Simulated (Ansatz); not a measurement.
# ZnO (P6_3mc): zero-pressure volume and bulk modulus with revPBE + D3(BJ)

An exercise on one series of results from a longer session: the logs are not shown, and one member is left open.

Computed with Ansatz 0.2.0 (DFT revPBE + D3(BJ), scalar-relativistic, plane waves, PAW, unless a step's input says otherwise).

**The system as given**

The structure is hexagonal, space group P6_3mc (No. 186). The conventional cell has a = 3.242 Å, b = 3.242 Å, c = 5.228 Å, α = 90.00°, β = 90.00°, γ = 120.00°. Zn (site symmetry 3m) has 4 O at 1.98 Å in its first shell of neighbours. O (site symmetry 3m) has 4 Zn at 1.98 Å in its first shell of neighbours.

Structure file:

```xyz
4
Lattice="3.2420 0.0000 0.0000 -1.6210 2.8076 0.0000 0.0000 0.0000 5.2276" Properties=species:S:1:pos:R:3 pbc="T T T"
Zn    0.0000    1.8718    0.0076
Zn    1.6210    0.9359    2.6214
O     0.0000    1.8718    1.9899
O     1.6210    0.9359    4.6037
```

An earlier run on this cell at PBE gave 4.95 GPa at 11.896 Å³/atom (8×8×6 mesh), gap on the mesh 0.80 eV. The cell is compressed at this level.

The first run:

Contents of input.yaml:

```yaml
crystal:
  lattice:
    - [3.2419811861, 0.0, 0.0]
    - [-1.620990593, 2.8076380657, 0.0]
    - [0.0, 0.0, 5.2276401393]
  atoms:
    - { symbol: Zn, position: [0.3333333333, 0.6666666667, 0.0014489168] }
    - { symbol: Zn, position: [0.6666666667, 0.3333333333, 0.5014489168] }
    - { symbol: O, position: [0.3333333333, 0.6666666667, 0.3806510832] }
    - { symbol: O, position: [0.6666666667, 0.3333333333, 0.8806510832] }
basis:
  ecutwfc: 420
  ecutrho_ratio: 4
kpoints:
  mp_grid: { grid: [8, 8, 6] }
hamiltonian:
  xc: revpbe
  dispersion: d3bj
scf:
  occupations: { method: gaussian, width: 0.05 }
output:
  forces: true
  stress: true
  eigenvalues: true
relax:
  f_tol: 0.02
  max_steps: 40
  cell: { stress_tol: 0.2, fix: [volume] }
```

Launch:

```
$ ansatz run input.yaml --threads 4 --pin off --max-ram 8192MiB --backend cpu --events-out ev --progress --plain --runs-dir out
```

Among the steps run: At the given cell; Stepping to 12.068 Å³/atom; Stepping to 12.085 Å³/atom; Volume × 0.98 of the new zero; Volume × 1.02 of the new zero; Volume × 0.96 of the new zero; Volume × 1.04 of the new zero.

One table of the session follows, with a row left open; its other results are not shown here.

It belongs to the step «Energy and pressure against volume». 

```
volume (Å³/atom)  energy (meV/atom)  pressure (GPa)
          11.602               8.60            5.93
          11.844               2.07            2.80
          12.085               0.00            0.00
          12.327                  ?               ?
          12.569               7.44           -4.77
```

Estimate the missing values for volume (Å³/atom) = 12.327.

Worked estimate for «energy (meV/atom)». A straight line through the neighbours (12.085, 0.00) and (12.569, 7.44) gives 0.00 + (7.44 − 0.00) × (12.327 − 12.085) / (12.569 − 12.085) = 3.72; a parabola fitted to 3 rows on both sides gives 1.78.

**Answer.** energy (meV/atom): 1.95; pressure (GPa): -2.51. In «energy (meV/atom)» the line misses by +1.77 and the parabola by -0.17.
